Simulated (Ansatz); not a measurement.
**A point defect in GaN: Ga on a N site**

Aim: make a Ga on a N site in a supercell of 48 atoms of GaN, relax it, in the charges 0, -1, -2, and find its formation energy, moment and surroundings.

Computed with Ansatz 0.2.0 (DFT PBE, scalar-relativistic, plane waves, PAW, unless a step's input says otherwise).

2 further runs of the same task are left out: 2 set aside as unsound or not needed.

## Step 1: The structure to begin with

The structure is hexagonal, space group P6_3mc (No. 186). The conventional cell has a = 3.218 Å, b = 3.218 Å, c = 5.243 Å, α = 90.00°, β = 90.00°, γ = 120.00°. Ga (site symmetry 3m) has 4 N at 1.97 to 1.98 Å as nearest neighbours. N (site symmetry 3m) has 4 Ga at 1.97 to 1.98 Å as nearest neighbours.

Structure file:

```
Ga N
1.0
     3.21837    0.00000    0.00000
    -1.60919    2.78719    0.00000
     0.00000    0.00000    5.24317
Ga N
2 2
Direct
  0.66667 0.33333 0.49913
  0.33333 0.66667 0.99913
  0.66667 0.33333 0.87587
  0.33333 0.66667 0.37587
```

It goes back to an entry of the Materials Project.

This cell was relaxed beforehand with the same method: volume 11.76 Å³/atom, gap on the mesh 1.71 eV.

The host's static dielectric tensor, from an earlier linear-response run, has a mean of 10.89.

The perfect supercell (rows 0 2 -1; 2 0 -1; -2 -2 -1 in vectors of this cell) comes from an earlier run at this level (48 atoms, E(σ→0) -100030.0602 eV, gap 3.09 eV on its own mesh).

## Step 2: The defect cell

The atom at (0.875, 0.041, 0.208) of the supercell is replaced. The other atoms start on their ideal sites. Its neighbours are 3 Ga at 1.97 Å, 1 Ga at 1.98 Å.

## Step 3: Charge state 0

File input.yaml:

```yaml
crystal:
  lattice:
    - [-3.2183708023, 5.5743817471, -5.2431683749]
    - [6.4367416045, 1.0e-10, -5.2431683749]
    - [-3.2183708022, -5.5743817471, -5.2431683749]
  atoms:
    - { symbol: Ga, position: [0.0002883806, 0.1669550472, 0.3336217139] }
    - { symbol: Ga, position: [0.6669550472, 0.3336217139, 0.5002883806] }
    - { symbol: Ga, position: [0.3336217139, 0.0002883806, 0.1669550472] }
    - { symbol: Ga, position: [0.1669550472, 0.8336217139, 0.5002883806] }
    - { symbol: Ga, position: [0.8336217139, 0.5002883806, 0.1669550472] }
    - { symbol: Ga, position: [0.5002883806, 0.6669550472, 0.3336217139] }
    - { symbol: Ga, position: [0.1669550472, 0.3336217139, 0.0002883806] }
    - { symbol: Ga, position: [0.8336217139, 0.0002883806, 0.6669550472] }
    - { symbol: Ga, position: [0.5002883806, 0.1669550472, 0.8336217139] }
    - { symbol: Ga, position: [0.0002883806, 0.6669550472, 0.8336217139] }
    - { symbol: Ga, position: [0.6669550472, 0.8336217139, 0.0002883806] }
    - { symbol: Ga, position: [0.3336217139, 0.5002883806, 0.6669550472] }
    - { symbol: Ga, position: [0.0002883806, 0.8336217139, 0.1669550472] }
    - { symbol: Ga, position: [0.6669550472, 0.0002883806, 0.3336217139] }
    - { symbol: Ga, position: [0.3336217139, 0.6669550472, 0.0002883806] }
    - { symbol: Ga, position: [0.1669550472, 0.5002883806, 0.3336217139] }
    - { symbol: Ga, position: [0.8336217139, 0.1669550472, 0.0002883806] }
    - { symbol: Ga, position: [0.5002883806, 0.3336217139, 0.1669550472] }
    - { symbol: Ga, position: [0.1669550472, 0.0002883806, 0.8336217139] }
    - { symbol: Ga, position: [0.8336217139, 0.6669550472, 0.5002883806] }
    - { symbol: Ga, position: [0.5002883806, 0.8336217139, 0.6669550472] }
    - { symbol: Ga, position: [0.0002883806, 0.3336217139, 0.6669550472] }
    - { symbol: Ga, position: [0.6669550472, 0.5002883806, 0.8336217139] }
    - { symbol: Ga, position: [0.3336217139, 0.1669550472, 0.5002883806] }
    - { symbol: Ga, position: [0.8747116194, 0.0413782861, 0.2080449528] }
    - { symbol: "N", position: [0.5413782861, 0.2080449528, 0.3747116194] }
    - { symbol: "N", position: [0.2080449528, 0.8747116194, 0.0413782861] }
    - { symbol: "N", position: [0.0413782861, 0.7080449528, 0.3747116194] }
    - { symbol: "N", position: [0.7080449528, 0.3747116194, 0.0413782861] }
    - { symbol: "N", position: [0.3747116194, 0.5413782861, 0.2080449528] }
    - { symbol: "N", position: [0.0413782861, 0.2080449528, 0.8747116194] }
    - { symbol: "N", position: [0.7080449528, 0.8747116194, 0.5413782861] }
    - { symbol: "N", position: [0.3747116194, 0.0413782861, 0.7080449528] }
    - { symbol: "N", position: [0.8747116194, 0.5413782861, 0.7080449528] }
    - { symbol: "N", position: [0.5413782861, 0.7080449528, 0.8747116194] }
    - { symbol: "N", position: [0.2080449528, 0.3747116194, 0.5413782861] }
    - { symbol: "N", position: [0.2080449528, 0.0413782861, 0.3747116194] }
    - { symbol: "N", position: [0.8747116194, 0.2080449528, 0.5413782861] }
    - { symbol: "N", position: [0.5413782861, 0.8747116194, 0.2080449528] }
    - { symbol: "N", position: [0.3747116194, 0.7080449528, 0.5413782861] }
    - { symbol: "N", position: [0.0413782861, 0.3747116194, 0.2080449528] }
    - { symbol: "N", position: [0.7080449528, 0.5413782861, 0.3747116194] }
    - { symbol: "N", position: [0.3747116194, 0.2080449528, 0.0413782861] }
    - { symbol: "N", position: [0.0413782861, 0.8747116194, 0.7080449528] }
    - { symbol: "N", position: [0.7080449528, 0.0413782861, 0.8747116194] }
    - { symbol: "N", position: [0.2080449528, 0.5413782861, 0.8747116194] }
    - { symbol: "N", position: [0.8747116194, 0.7080449528, 0.0413782861] }
    - { symbol: "N", position: [0.5413782861, 0.3747116194, 0.7080449528] }
  host:
    lattice:
      - [3.2183708022, 0.0, 0.0]
      - [-1.6091854011, 2.7871908735, 0.0]
      - [0.0, 0.0, 5.2431683749]
    atoms:
      - { symbol: Ga, position: [0.6666666667, 0.3333333333, 0.4991348583] }
      - { symbol: Ga, position: [0.3333333333, 0.6666666667, 0.9991348583] }
      - { symbol: "N", position: [0.6666666667, 0.3333333333, 0.8758651417] }
      - { symbol: "N", position: [0.3333333333, 0.6666666667, 0.3758651417] }
basis:
  ecutwfc: 420
  xc_grid: 2
kpoints:
  mp_grid: { grid: [2, 2, 2], shift: [0.5, 0.5, 0.5] }
hamiltonian:
  xc: pbe
scf:
  occupations: { method: gaussian, width: 0.01 }
output:
  forces: true
  stress: false
  eigenvalues: true
  charged_corrections:
    defect_position: [0.87471162, 0.04137829, 0.20804495]
    epsilon: [[10.4937, 0.0, 0.0], [0.0, 10.4937, 0.0], [0.0, 0.0, 11.6909]]
relax:
  adjacent_minimum: "off"
  f_tol: 0.025
  max_steps: 45
```

The run is started by

```
$ ansatz run input.yaml --threads 4 --pin off --max-ram 6144MiB --backend cpu --events-out ev --progress --plain --runs-dir out
```

The session goes on with these runs: relaxing the defect, charge -1; relaxing the defect, charge -2.

**Question.** What will these runs give? Wanted: formation energy, neutral; nearest atoms after relaxation, one image of each, neutral.

The runs gave:

| quantity | value |
| --- | --- |
| formation energy, neutral | 6.72 eV |
| nearest atoms after relaxation, one image of each, neutral | 1 Ga at 2.23 Å, 3 Ga at 2.30 Å |
| level (0/-1) above the valence top | 1.71 eV (outside the gap) |
| level (-1/-2) above the valence top | 2.30 eV (outside the gap) |

Forming the neutral defect takes 6.72 eV with the elements as reservoirs. Spin polarisation was off in the neutral run, so a moment could not show there. Among the charges computed the stable one is 0 at the valence top and stays so across the gap of 1.71 eV. In charge -2 the extra carrier would gain by moving to a band edge of the host at this level and cell size; a small cell and a semilocal functional both favour that, so a real bound level isn't ruled out. The alignment term, up to 0.63 eV here, is marked as doubtful by the program in a cell of this size. Levels are placed in the host's Kohn-Sham gap, which is usually too small at this level and squeezes them. A cell of 48 sites leaves finite-size errors of tenths of an eV, or more where the defect fills or empties host bands. A distortion of lower symmetry was not tried. Some metallic runs here have no spin polarisation while others do, so their energies compare only roughly.
